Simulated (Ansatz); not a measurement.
# Compressing Al: a fit and a missing row

Al, Im-3m, a = 3.235 Å. This isn't the element's structure at ambient conditions. Ansatz: PBE, PAW, 420 eV, Γ-centred 18×18×18 mesh on 1 atom, Gaussian smearing 0.10 eV; no spin polarisation. Symmetry fixes shape and atoms, so the cell is only scaled; pressure is positive in compression.

```
V (Å³/atom) P (GPa)
     14.896        ?
     15.404     8.01
     15.912     4.95
     16.420     2.32
     16.928     0.04
     17.436    -1.91
     17.943    -3.56
     18.621    -5.36
```

Take V0 = 16.928 Å³/atom, count pressures from its P0 = 0.04 GPa, fit the third-order Birch–Murnaghan form to the other rows, and predict the missing pressure.

With the Eulerian strain f = ½[(V0/V)^(2/3) − 1] and y = (P − P0)/[3f(1 + 2f)^(5/2)], the form is the line y = B0 + 1.5 B0 (B0′ − 4) f. Rows (f, y): 0.03246, 69.9; 0.02106, 70.1; 0.01026, 70.4; -0.00976, 70.0; -0.01904, 69.4; -0.03079, 68.5. Means f = 0.0006983, y = 69.717; Σ(Δf)² = 0.003005, ΣΔfΔy = 0.06176; the slope is their ratio. y = 69.70 + 20.55 f GPa, so B0 = 69.7 GPa and B0′ = 4 + 2 × (20.55)/(3 × 69.70) = 4.20. At V = 14.896, f = 0.04450, y = 70.61 and P = 11.71 GPa. The run gave 11.62 GPa, so the fit is 0.09 GPa too high, a small miss on the scale of the series.